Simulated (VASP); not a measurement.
**Vibrations of Te2Mo: a test of the settings**

Aim: test the modes of Te2Mo against the numerical settings. The starting structure is a measured crystal structure from the Crystallography Open Database.

Calculated with VASP 6.6.1; Kohn-Sham DFT with plane waves and PAW; LDA.

### 1. The structure

It takes space group P6_3/mmc (No. 194, hexagonal). Conventional cell: a = 3.518 Å, b = 3.518 Å, c = 13.974 Å, α = 90.00°, β = 90.00°, γ = 120.00°. Te has 3 Mo at 2.72 Å nearest. Nearest to Mo lie 6 Te at 2.72 Å. Farther neighbours and most contacts between anions are not listed.

As a file:

```
Te Mo
1.0
     3.51820    0.00000    0.00000
    -1.75910    3.04685    0.00000
     0.00000    0.00000   13.97360
Te Mo
4 2
Direct
  0.66667 0.33333 0.37900
  0.33333 0.66667 0.87900
  0.66667 0.33333 0.12100
  0.33333 0.66667 0.62100
  0.66667 0.33333 0.75000
  0.33333 0.66667 0.25000
```

### 2. Reference modes

The cell comes from a relaxation at this level, not shown (143.91 Å³).

File INCAR:

```
SYSTEM = Te2Mo
PREC = Accurate
ENCUT = 450
EDIFF = 1E-08
NELM = 100
ISMEAR = 0
SIGMA = 0.03
LREAL = .FALSE.
ALGO = Normal
GGA = CA
NBANDS = 32
LASPH = .TRUE.
LORBIT = 11
LWAVE = .FALSE.
LCHARG = .FALSE.
KPAR = 8
IBRION = 6
NFREE = 2
POTIM = 0.015
NSW = 1
ISIF = 2
```

File POSCAR:

```
Te2Mo
1.0
    3.4740217847      0.0000000000      0.0000000000
   -1.7370108923      3.0085911189      0.0000000000
    0.0000000000      0.0000000000     13.7687214814
Te Mo
4 2
Direct
    0.6666666667      0.3333333333      0.3806893049
    0.3333333333      0.6666666667      0.8806893049
    0.6666666667      0.3333333333      0.1193106951
    0.3333333333      0.6666666667      0.6193106951
    0.6666666667      0.3333333333      0.7500000000
    0.3333333333      0.6666666667      0.2500000000
```

File KPOINTS:

```
Automatic mesh
0
Gamma
8 8 2
0 0 0
```

PAW data sets: Te and Mo_sv (LDA family, release 64).

Started as:

```console
mpirun -np 8 vasp_std
```

Output:

```text
[banner, memory and clock lines left out]
running    8 mpi-ranks, on    1 nodes
 distrk:  each k-point on    1 cores,    8 groups
 distr:  one band on    1 cores,    1 groups

 POSCAR found type information on POSCAR TeMo
 POSCAR found :  2 types and       6 ions
|                                                                             |
|           W    W    AA    RRRRR   N    N  II  N    N   GGGG   !!!           |
|           W    W   A  A   R    R  NN   N  II  NN   N  G    G  !!!           |
|           W    W  A    A  R    R  N N  N  II  N N  N  G       !!!           |
|           W WW W  AAAAAA  RRRRR   N  N N  II  N  N N  G  GGG   !            |
|           WW  WW  A    A  R   R   N   NN  II  N   NN  G    G                |
|           W    W  A    A  R    R  N    N  II  N    N   GGGG   !!!           |
|                                                                             |
|     For optimal performance we recommend to set                             |
|       NCORE = 2 up to number-of-cores-per-socket                            |
|     NCORE specifies how many cores store one orbital (NPAR=cpu/NCORE).      |
|     This setting can greatly improve the performance of VASP for DFT.       |
|     The default, NCORE=1 might be grossly inefficient on modern             |
|     multi-core architectures or massively parallel machines. Do your        |
|     Unfortunately you need to use the default for GW and RPA                |
|     calculations (for HF NCORE is supported but not extensively tested      |
|     yet).                                                                   |
|                                                                             |

 LDA part: xc-table for (Slater(with rela. corr.)+CA(PZ))
 , standard interpolation
 POSCAR, INCAR and KPOINTS ok, starting setup
 FFT: planning ... GRIDC
 FFT: planning ... GRID_SOFT
 FFT: planning ... GRID
 WAVECAR not read
 entering main loop
       N       E                     dE             d eps       ncg     rms          rms(c)
DAV:   1     0.391576864698E+03    0.39158E+03   -0.25270E+04  1464   0.131E+03
DAV:   2    -0.203547969025E+02   -0.41193E+03   -0.40221E+03  1584   0.339E+02
DAV:   3    -0.421190031214E+02   -0.21764E+02   -0.21535E+02  1616   0.675E+01
DAV:   4    -0.426119927537E+02   -0.49299E+00   -0.49172E+00  1528   0.102E+01
DAV:   5    -0.426262118193E+02   -0.14219E-01   -0.14215E-01  1672   0.173E+00    0.235E+01
DAV:   6    -0.417135474887E+02    0.91266E+00   -0.69780E+00  1552   0.146E+01    0.897E+00
DAV:   7    -0.416406474669E+02    0.72900E-01   -0.62501E+00  1416   0.112E+01    0.631E+00
DAV:   8    -0.412665827637E+02    0.37406E+00   -0.14315E+00  1472   0.599E+00    0.294E+00
DAV:   9    -0.412700866280E+02   -0.35039E-02   -0.19800E-01  1648   0.207E+00    0.128E+00
DAV:  10    -0.412619775841E+02    0.81090E-02   -0.48276E-02  1544   0.124E+00    0.323E-01
DAV:  11    -0.412621177181E+02   -0.14013E-03   -0.26046E-03  1624   0.249E-01    0.272E-01
DAV:  12    -0.412620982197E+02    0.19498E-04   -0.34112E-04  1520   0.817E-02    0.172E-01
DAV:  13    -0.412620422041E+02    0.56016E-04   -0.13943E-04  1600   0.690E-02    0.903E-02
DAV:  14    -0.412620372178E+02    0.49863E-05   -0.17154E-05  1648   0.168E-02    0.474E-02
DAV:  15    -0.412620367501E+02    0.46766E-06   -0.78907E-07  1472   0.472E-03    0.294E-02
DAV:  16    -0.412620358126E+02    0.93757E-06   -0.19699E-06  1568   0.727E-03    0.156E-02
DAV:  17    -0.412620356342E+02    0.17840E-06   -0.64753E-07  1600   0.368E-03    0.290E-03
DAV:  18    -0.412620356133E+02    0.20911E-07   -0.61216E-08  1480   0.114E-03    0.164E-03
DAV:  19    -0.412620356084E+02    0.48958E-08   -0.19528E-08   960   0.764E-04
   1 F= -.41262036E+02 E0= -.41262036E+02  d E =-.891503E-52
[... from here on, the cycles between the ionic steps are left out ...]
   2 F= -.41261241E+02 E0= -.41261241E+02  d E =-.249871E-52
   3 F= -.41261241E+02 E0= -.41261241E+02  d E =-.224268E-53
   4 F= -.41260598E+02 E0= -.41260598E+02  d E =-.130952E-52
   5 F= -.41260573E+02 E0= -.41260573E+02  d E =-.649124E-53
   6 F= -.41260381E+02 E0= -.41260381E+02  d E =-.132904E-50
   7 F= -.41260381E+02 E0= -.41260381E+02  d E =-.175051E-11
   8 F= -.41259549E+02 E0= -.41259549E+02  d E =-.581766E-49
 Finite differences progress:
  Degree of freedom:   4/  4
  Displacement:        1/  2
  Total:               7/  8
 bond charge predicted
       N       E                     dE             d eps       ncg     rms          rms(c)
DAV:   1    -0.412393242063E+02    0.20225E-01   -0.69171E+00  1280   0.190E+01    0.602E-01
DAV:   2    -0.412598635726E+02   -0.20539E-01   -0.21866E-01  1472   0.258E+00    0.161E-01
DAV:   3    -0.412595654969E+02    0.29808E-03   -0.27101E-03  1592   0.305E-01    0.127E-01
DAV:   4    -0.412595696637E+02   -0.41668E-05   -0.59089E-04  1512   0.123E-01    0.723E-02
DAV:   5    -0.412595539825E+02    0.15681E-04   -0.48740E-05  1600   0.405E-02    0.459E-02
DAV:   6    -0.412595500198E+02    0.39627E-05   -0.12927E-05  1632   0.209E-02    0.229E-02
DAV:   7    -0.412595493379E+02    0.68189E-06   -0.79896E-06  1672   0.165E-02    0.857E-03
DAV:   8    -0.412595492840E+02    0.53878E-07   -0.93412E-07  1664   0.657E-03    0.671E-03
DAV:   9    -0.412595492458E+02    0.38201E-07   -0.19166E-07  1464   0.254E-03    0.427E-03
DAV:  10    -0.412595492180E+02    0.27830E-07   -0.95529E-08  1400   0.147E-03    0.183E-03
DAV:  11    -0.412595492145E+02    0.35016E-08   -0.33201E-08  1256   0.879E-04
   9 F= -.41259549E+02 E0= -.41259549E+02  d E =-.354716E-50
 Finite differences progress:
  Degree of freedom:   4/  4
  Displacement:        2/  2
  Total:               8/  8
```

The job ended after 2.2 min (8 MPI ranks of Intel Xeon 6975P-C (Granite Rapids), shared host; peak memory 3.9 GiB).

The logs omit lines about the potential files and the build; timing stands in the text.

OUTCAR, selected parts (step 2):

```text
ion  position               nearest neighbor table
   1  0.667  0.333  0.381-   6 2.69   6 2.69   6 2.69   3 3.60
   2  0.333  0.667  0.881-   5 2.69   5 2.69   5 2.69   4 3.60
   3  0.667  0.333  0.119-   6 2.69   6 2.69   6 2.69   1 3.60
   4  0.333  0.667  0.619-   5 2.69   5 2.69   5 2.69   2 3.60
   5  0.667  0.333  0.750-   2 2.69   4 2.69   2 2.69   4 2.69   2 2.69   4 2.69
   6  0.333  0.667  0.250-   1 2.69   3 2.69   1 2.69   3 2.69   1 2.69   3 2.69

  LATTYP: Found a hexagonal cell.
 ALAT       =     3.4740217847
 C/A-ratio  =     3.9633376918

 Subroutine GETGRP returns: Found 24 space group operations
 (whereof 12 operations were pure point group operations)

The static configuration has the point symmetry D_3d.
 The point group associated with its full space group is D_6h.

 Found     20 irreducible k-points:

   k-points           NKPTS =     20   k-points in BZ     NKDIM =     20   number of bands    NBANDS=     32

   dimension x,y,z NGX =    24 NGY =   24 NGZ =   96
   dimension x,y,z NGXF=    48 NGYF=   48 NGZF=  192

   ENCUT  =  450.0 eV  33.07 Ry    5.75 a.u.   6.01  6.01 23.82*2*pi/ulx,y,z

   NELECT =      52.0000    total number of electrons

 k-points in reciprocal lattice and weights: Automatic mesh
   0.00000000  0.00000000  0.00000000       0.008
   0.12500000  0.00000000  0.00000000       0.047
   0.25000000  0.00000000  0.00000000       0.047
   0.37500000  0.00000000  0.00000000       0.047
   0.50000000  0.00000000  0.00000000       0.023
   0.12500000  0.12500000  0.00000000       0.047
   0.25000000  0.12500000  0.00000000       0.094
   0.37500000  0.12500000  0.00000000       0.094
   0.25000000  0.25000000  0.00000000       0.047
[...]
0.25000000  0.25000000  0.50000000       0.047
   0.37500000  0.25000000  0.50000000       0.047

 average (electrostatic) potential at core
       1 -86.4540       2 -86.4661       3 -86.4589       4 -86.4473       5 -72.9612
       6 -72.9611

 E-fermi :   8.8805

 k-point     1 :       0.0000    0.0000    0.0000
  band No.  band energies     occupation
    ...
     22       7.4984      2.00000
     23       7.5386      2.00000
     24       7.5386      2.00000
     25       8.3124      2.00000
     26       8.5698      2.00000
     27      11.5606      0.00000
     28      11.5606      0.00000
     29      11.7139      0.00000
     30      11.7139      0.00000
     31      11.7995      0.00000
    ...

 k-point     2 :       0.1250    0.0000    0.0000
  band No.  band energies     occupation
    ...
     22       7.2636      2.00000
     23       7.4177      2.00000
     24       7.4564      2.00000
     25       8.3105      2.00000
     26       8.5249      2.00000
     27      10.8768      0.00000
     28      10.9586      0.00000
     29      10.9835      0.00000
     30      11.0437      0.00000
     31      11.2862      0.00000
    ...

 k-point     3 :       0.2500    0.0000    0.0000
  band No.  band energies     occupation
    ...
     22       7.3362      2.00000
     23       7.3662      2.00000
     24       7.4261      2.00000
     25       7.5914      2.00000
     26       7.7442      2.00000
     27       9.7400      0.00000
     28      10.3514      0.00000
     29      10.4667      0.00000
     30      10.5428      0.00000
     31      10.8396      0.00000
    ...

  Total        0.0141664      0.0141664      0.0014027      0.0000000      0.0000000      0.0000000
  in kB        0.1577181      0.1577181      0.0156161      0.0000000      0.0000000      0.0000000
  external PRESSURE =       0.1103508 kB  Pullay stress =       0.0000000 kB

  energy-cutoff  :      450.00
  volume of cell :      143.91
      direct lattice vectors                 reciprocal lattice vectors
     3.474021785  0.000000000  0.000000000     0.287850814  0.166190745  0.000000000
    -1.737010892  3.008591119  0.000000000     0.000000000  0.332381490  0.000000000
     0.000000000  0.000000000 13.768721481     0.000000000  0.000000000  0.072628385

 POSITION                                       TOTAL-FORCE (eV/Angst)
 -----------------------------------------------------------------------------------
      1.73701      1.00286      5.24161         0.000000     -0.000000      0.002336
     -0.00000      2.00573     12.12597         0.000000     -0.000000     -0.159839
      1.73701      1.00286      1.64276         0.000000     -0.000000      0.001687
     -0.00000      2.00573      8.52712         0.000000      0.000000     -0.167214
      1.73701      1.00286     10.31154        -0.000000      0.000000      0.331618
     -0.00000      2.00573      3.44218        -0.000000     -0.000000     -0.008587
 -----------------------------------------------------------------------------------
    total drift:                                0.000000     -0.000000     -0.000072

  FREE ENERGIE OF THE ION-ELECTRON SYSTEM (eV)
  ---------------------------------------------------
  free  energy   TOTEN  =       -41.2595492145 eV

  energy  without entropy=      -41.2595492145  energy(sigma->0) =      -41.25954921

 Eigenvectors and eigenvalues of the dynamical matrix
 ----------------------------------------------------

   1 f  =    8.879525 THz    55.791700 2PiTHz  296.189064 cm-1    36.722747 meV
             X         Y         Z           dx          dy          dz
      1.737011  1.002864  5.241605    -0.000000   -0.000000   -0.260756
     -0.000000  2.005727 12.125966    -0.000000   -0.000000    0.260756
      1.737011  1.002864  1.642756    -0.000000   -0.000000   -0.260756
     -0.000000  2.005727  8.527116    -0.000000   -0.000000    0.260756
      1.737011  1.002864 10.326541    -0.000000   -0.000000   -0.603334
     -0.000000  2.005727  3.442180     0.000000    0.000000    0.603334

   2 f  =    8.688265 THz    54.589982 2PiTHz  289.809340 cm-1    35.931762 meV
             X         Y         Z           dx          dy          dz
      1.737011  1.002864  5.241605    -0.000000    0.000000    0.261369
     -0.000000  2.005727 12.125966    -0.000000    0.000000    0.261369
      1.737011  1.002864  1.642756    -0.000000    0.000000    0.261369
     -0.000000  2.005727  8.527116    -0.000000    0.000000    0.261369
      1.737011  1.002864 10.326541    -0.000000    0.000000   -0.602803
     -0.000000  2.005727  3.442180     0.000000   -0.000000   -0.602803

   3 f  =    7.160537 THz    44.990979 2PiTHz  238.849793 cm-1    29.613587 meV
             X         Y         Z           dx          dy          dz
      1.737011  1.002864  5.241605    -0.100075   -0.239029   -0.000000
     -0.000000  2.005727 12.125966     0.100075    0.239029   -0.000000
      1.737011  1.002864  1.642756    -0.100075   -0.239029    0.000000
     -0.000000  2.005727  8.527116     0.100075    0.239029    0.000000
      1.737011  1.002864 10.326541    -0.233542   -0.557816    0.000000
     -0.000000  2.005727  3.442180     0.233542    0.557816   -0.000000

   4 f  =    7.160537 THz    44.990979 2PiTHz  238.849793 cm-1    29.613587 meV
             X         Y         Z           dx          dy          dz
      1.737011  1.002864  5.241605    -0.239029    0.100075    0.000000
     -0.000000  2.005727 12.125966     0.239029   -0.100075    0.000000
      1.737011  1.002864  1.642756    -0.239029    0.100075   -0.000000
     -0.000000  2.005727  8.527116     0.239029   -0.100075    0.000000
      1.737011  1.002864 10.326541    -0.557816    0.233542    0.000000
     -0.000000  2.005727  3.442180     0.557816   -0.233542    0.000000

   5 f  =    7.157340 THz    44.970893 2PiTHz  238.743164 cm-1    29.600366 meV
             X         Y         Z           dx          dy          dz
      1.737011  1.002864  5.241605     0.100913    0.241030    0.000000
     -0.000000  2.005727 12.125966     0.100913    0.241030   -0.000000
      1.737011  1.002864  1.642756     0.100913    0.241030    0.000000
     -0.000000  2.005727  8.527116     0.100913    0.241030    0.000000
      1.737011  1.002864 10.326541    -0.232821   -0.556091   -0.000000
     -0.000000  2.005727  3.442180    -0.232821   -0.556091    0.000000

   6 f  =    7.157340 THz    44.970893 2PiTHz  238.743164 cm-1    29.600366 meV
             X         Y         Z           dx          dy          dz
      1.737011  1.002864  5.241605     0.241030   -0.100913   -0.000000
     -0.000000  2.005727 12.125966     0.241030   -0.100913   -0.000000
      1.737011  1.002864  1.642756     0.241030   -0.100913    0.000000
     -0.000000  2.005727  8.527116     0.241030   -0.100913   -0.000000
      1.737011  1.002864 10.326541    -0.556091    0.232821   -0.000000
     -0.000000  2.005727  3.442180    -0.556091    0.232821   -0.000000

   7 f  =    5.337057 THz    33.533721 2PiTHz  178.025073 cm-1    22.072286 meV
             X         Y         Z           dx          dy          dz
      1.737011  1.002864  5.241605    -0.000000    0.000000    0.500000
     -0.000000  2.005727 12.125966     0.000000    0.000000    0.500000
      1.737011  1.002864  1.642756    -0.000000   -0.000000   -0.500000
     -0.000000  2.005727  8.527116     0.000000    0.000000   -0.500000
      1.737011  1.002864 10.326541    -0.000000   -0.000000   -0.000000
     -0.000000  2.005727  3.442180    -0.000000    0.000000   -0.000000

   8 f  =    5.226587 THz    32.839618 2PiTHz  174.340192 cm-1    21.615419 meV
             X         Y         Z           dx          dy          dz
      1.737011  1.002864  5.241605     0.000000    0.000000    0.500000
     -0.000000  2.005727 12.125966     0.000000    0.000000   -0.500000
      1.737011  1.002864  1.642756     0.000000    0.000000   -0.500000
     -0.000000  2.005727  8.527116     0.000000    0.000000    0.500000
      1.737011  1.002864 10.326541    -0.000000    0.000000   -0.000000
     -0.000000  2.005727  3.442180    -0.000000    0.000000   -0.000000

   9 f  =    3.625265 THz    22.778214 2PiTHz  120.925834 cm-1    14.992886 meV
             X         Y         Z           dx          dy          dz
      1.737011  1.002864  5.241605    -0.193096   -0.461209    0.000000
     -0.000000  2.005727 12.125966    -0.193096   -0.461209    0.000000
      1.737011  1.002864  1.642756     0.193096    0.461209   -0.000000
     -0.000000  2.005727  8.527116     0.193096    0.461209   -0.000000
      1.737011  1.002864 10.326541    -0.000000   -0.000000   -0.000000
     -0.000000  2.005727  3.442180     0.000000   -0.000000   -0.000000

  10 f  =    3.625265 THz    22.778214 2PiTHz  120.925834 cm-1    14.992886 meV
             X         Y         Z           dx          dy          dz
      1.737011  1.002864  5.241605    -0.461209    0.193096   -0.000000
     -0.000000  2.005727 12.125966    -0.461209    0.193096   -0.000000
      1.737011  1.002864  1.642756     0.461209   -0.193096   -0.000000
     -0.000000  2.005727  8.527116     0.461209   -0.193096    0.000000
      1.737011  1.002864 10.326541    -0.000000    0.000000   -0.000000
     -0.000000  2.005727  3.442180     0.000000   -0.000000   -0.000000

  11 f  =    3.558229 THz    22.357012 2PiTHz  118.689743 cm-1    14.715646 meV
             X         Y         Z           dx          dy          dz
      1.737011  1.002864  5.241605    -0.193091   -0.461212    0.000000
     -0.000000  2.005727 12.125966     0.193091    0.461212   -0.000000
      1.737011  1.002864  1.642756     0.193091    0.461212   -0.000000
     -0.000000  2.005727  8.527116    -0.193091   -0.461212    0.000000
      1.737011  1.002864 10.326541    -0.000000   -0.000000    0.000000
     -0.000000  2.005727  3.442180    -0.000000    0.000000    0.000000

  12 f  =    3.558229 THz    22.357012 2PiTHz  118.689743 cm-1    14.715646 meV
             X         Y         Z           dx          dy          dz
      1.737011  1.002864  5.241605    -0.461212    0.193091    0.000000
     -0.000000  2.005727 12.125966     0.461212   -0.193091   -0.000000
      1.737011  1.002864  1.642756     0.461212   -0.193091    0.000000
     -0.000000  2.005727  8.527116    -0.461212    0.193091    0.000000
      1.737011  1.002864 10.326541     0.000000    0.000000    0.000000
     -0.000000  2.005727  3.442180     0.000000    0.000000    0.000000

  13 f  =    1.169934 THz     7.350911 2PiTHz   39.024793 cm-1     4.838456 meV
             X         Y         Z           dx          dy          dz
      1.737011  1.002864  5.241605    -0.000000   -0.000000    0.426622
     -0.000000  2.005727 12.125966     0.000000    0.000000   -0.426622
      1.737011  1.002864  1.642756    -0.000000   -0.000000    0.426622
     -0.000000  2.005727  8.527116     0.000000    0.000000   -0.426622
      1.737011  1.002864 10.326541     0.000000    0.000000   -0.368765
     -0.000000  2.005727  3.442180    -0.000000   -0.000000    0.368765
    [... 42 further lines ...]
     -0.000000  2.005727  8.527116    -0.172400   -0.389871    0.000000
      1.737011  1.002864 10.326541    -0.149449   -0.337968    0.000000
     -0.000000  2.005727  3.442180    -0.149449   -0.337968    0.000000

 ELASTIC MODULI CONTR FROM IONIC RELAXATION (kBar)
 Direction    XX          YY          ZZ          XY          YZ          ZX
 --------------------------------------------------------------------------------
 XX        -340.2424   -177.8985   -670.0374     -0.0000     -0.0000     -0.0000
 YY        -177.8985   -340.2424   -670.0374     -0.0000     -0.0000     -0.0000
 ZZ        -670.0374   -670.0374  -1732.9269     -0.0000      0.0000     -0.0000
 XY          -0.0000     -0.0000     -0.0000    -81.1720     -0.0000      0.0000
 YZ          -0.0000     -0.0000      0.0000     -0.0000   -794.8462     -0.0000
 ZX          -0.0000     -0.0000     -0.0000      0.0000     -0.0000   -794.8463
 --------------------------------------------------------------------------------

 total charge
# of ion       s       p       d       tot
------------------------------------------
    1        1.392   1.994   0.073   3.459
    2        1.392   1.994   0.073   3.459
    3        1.392   1.994   0.073   3.459
    4        1.392   1.994   0.073   3.459
    5        2.264   6.155   4.041  12.460
    6        2.264   6.155   4.041  12.460
--------------------------------------------------
tot         10.095  20.288   8.373  38.756

[... 3 further parts left out ...]
```

The last energy, forces, stress and levels in OUTCAR belong to the last displaced cell, not to the cell of POSCAR.

Reference: the zone-centre modes are B1g (2) 296.2, A2u 289.8, A1g 178.0, B2u 174.3, E1g 120.9, E2u 118.7, B1g (1) 39.0, E2g 29.0 cm⁻¹ (levels within 1 cm⁻¹ of another are left out).

(Part 1 of 2 ends here.)

[Lines on the potential files, build, host, timing and source positions are cut from VASP's logs without a mark.]

[Logs are printed without paths, hosts, clocks, repeated set-up lines and the standing remarks that a program may print on its own settings, such as how far it seeks lower states.]

[Hosts, paths, dates, database ids (printed as entryN), source tags and the programs' standing remarks are cut or masked in the printed files.]
